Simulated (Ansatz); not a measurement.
CO2

Level of theory: DFT, PBE, scalar-relativistic, no spin polarisation; plane waves to 420 eV with PAW datasets (Ansatz 0.2.0), Γ-centred 10×10×10 mesh, 0.05 eV Gaussian smearing. The datasets are Ansatz's generated set soft_2.

```cif
data_structure
_symmetry_space_group_name_H-M 'I-42d'
_symmetry_Int_Tables_number 122
_cell_length_a 3.9648
_cell_length_b 3.9648
_cell_length_c 5.9827
_cell_angle_alpha 90.000
_cell_angle_beta 90.000
_cell_angle_gamma 90.000
_cell_volume 94.05
loop_
_atom_site_label
_atom_site_type_symbol
_atom_site_symmetry_multiplicity
_atom_site_Wyckoff_symbol
_atom_site_fract_x
_atom_site_fract_y
_atom_site_fract_z
_atom_site_occupancy
C1 C 4 a 0.00000 0.00000 0.00000 1
O1 O 8 d 0.16431 0.25000 0.12500 1
```

The chain of runs began from a measured cell (COD), expanded in volume. The relaxation kept the space group but changed the cell's proportions, one axis by 6 % at equal volume, so the results may not describe the measured structure.

The cell above was scaled in volume, and shape and atoms were relaxed at each volume within its symmetry. Energies are counted from the cell above.

Cell and atoms are those of this level's equilibrium.

```
V (Å³/atom)  ΔE (meV/atom)  P (GPa)  gap on the mesh (eV)
       7.52            5.8      6.1                  7.77
       7.68            1.4      3.0                  7.74
       7.84            0.0      0.0                  7.71
       7.99            1.3     -2.7                  7.66
       8.15            5.1     -5.1                  7.61
```

(1) What do the points give for the equilibrium volume, the bulk modulus and its pressure derivative (third-order Birch–Murnaghan)?

Answer:

(1) V0 = 7.84 Å³/atom, B0 = 139 GPa, B0′ = 3.6.

B0·V0 = 138.6 GPa × 7.84 Å³ = 6.78 eV/atom sets the scale: near the minimum ΔE ≈ ½ B0 V0 x², with x = V/V0 − 1, and a pressure of 1.4 GPa squeezes the volume by about 1 %. At the ends of the curve: x = −4.0 % predicts 5.4 meV/atom and the run gives 5.8; x = +4.0 % predicts 5.4 meV/atom and the run gives 5.1. Compression costs more and expansion less than the parabola says, since the crystal stiffens as it shrinks; B0′ measures that.

Semilocal functionals underestimate band gaps, commonly by a third or more.
